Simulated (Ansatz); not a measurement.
**Relativistic treatment of MnS**

```
CELL_PARAMETERS angstrom
0.00000 2.80000 2.80000
2.80000 0.00000 2.80000
2.80000 2.80000 0.00000
ATOMIC_POSITIONS crystal
Mn 0.00000 0.00000 0.00000
S 0.75000 0.75000 0.75000
```

Atoms are numbered in the order listed.

The cell is COD entry 9008854, as deposited and not checked against the literature; nothing was relaxed.

Other magnetic orders may lie lower; this is the state that the run reached.

One fixed cell is solved with PBE by all-electron LAPW in Ansatz 0.2.0 under different relativistic treatments. Pressure is positive in compression.

The runs use a Γ-centred 10×10×10 k mesh, Fermi–Dirac smearing of 0.05 eV, basis error target 0.5 meV/atom, spin-polarised from start moments Mn1 4 μB.

```csv
setting,P (GPa),"lowest level at Γ above −25 eV, from the valence-band top or, without a gap, the Fermi level (eV)"
scalar-relativistic,1.06,-13.92
non-relativistic,1.64,-13.74
with spin–orbit coupling,1.05,-13.92
```
